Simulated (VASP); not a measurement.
P in VASP: convergence with empty bands

Crystal: P.

```
P
1.0
     4.82797   -4.29247    0.00000
     4.82797    4.29247    0.00000
    -0.02372    0.00000    5.58062
P
8
Direct
  0.77333 0.51954 0.25013
  0.48123 0.22653 0.74704
  0.22684 0.48072 0.74723
  0.51939 0.77390 0.25547
  0.28198 0.28634 0.42826
  0.71383 0.71563 0.57083
  0.15513 0.15912 0.74894
  0.84325 0.84350 0.24854
```

This isn't the form of P at room conditions, which is orthorhombic.

The cell isn't the ideal one: atoms moved at random, drawn with an rms of 0.02 Å.

```yaml
Program: VASP 6.6.1
Task: single point
Functional: PBE
Potentials_or_basis: VASP PAW PBE potentials, release 64 (P)
Cutoff: 520 eV
k_mesh: 3 × 3 × 4
Occupations: gaussian, width 0.02 eV
Spin: no spin polarisation
```

These are the settings of the first run; the series varies empty bands, with any setting tied to it.

Hardware: 1 thread of Intel(R) Xeon(R) Platinum 8375C CPU @ 2.90GHz (Ice Lake), with other jobs on the host.

```tsv
empty bands	energy less the tightest run, at zero smearing (meV/atom)	SCF cycles	CPU time (s)	peak memory (GiB)
1	0.00	15	99	0.31
2	0.00	15	150	0.31
3	0.00	15	150	0.31
4	0.00	15	130	0.32
6	0.00	15	170	0.31
10	0.00	16	200	0.32
16	0.00	15	210	0.32
```

Against the tightest run, the energy stays within 1 meV/atom from 1 on. The tightest run that finished is the yardstick and may itself not be fully converged.
